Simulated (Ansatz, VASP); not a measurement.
**Re: VASP beside Ansatz**

```
Re
1.0
     4.93360    0.00000    0.00000
     0.00000    4.93360    0.00000
     0.00000    0.00000    4.93360
Re
8
Direct
  0.50000 0.50000 0.50000
  0.00000 0.00000 0.00000
  0.25000 0.00000 0.50000
  0.50000 0.25000 0.00000
  0.50000 0.75000 0.00000
  0.75000 0.00000 0.50000
  0.00000 0.50000 0.75000
  0.00000 0.50000 0.25000
```

Alike in both runs: task single point; functional r2SCAN; k mesh 4 × 4 × 4; occupations gaussian, width 0.1 eV; no spin polarisation.

```csv
,VASP,Ansatz
version,VASP 6.6.1,Ansatz 0.2.0
potentials or method,"VASP PAW PBE potentials, release 64 (Re)","scalar-relativistic, plane waves, PAW"
plane-wave cutoff (eV),520,500
valence electrons in the cell,56,120
```

```tsv
	VASP	Ansatz	Ansatz less VASP
gap on the k mesh at the Fermi level (eV)	none	none	-
pressure (GPa)	-1.9	-1.6	+0.27
```

A gap of «none» marks a metal or a gap that the smearing closes. With one functional, cell and mesh, what is left measures potentials, basis and numerics. The two sets of potentials don't hold the same shells in valence.

Caveats: the PAW data sets were made with another functional, which shifts forces and pressure a little (VASP). Spin-orbit coupling is left out, which matters for the levels of Re.
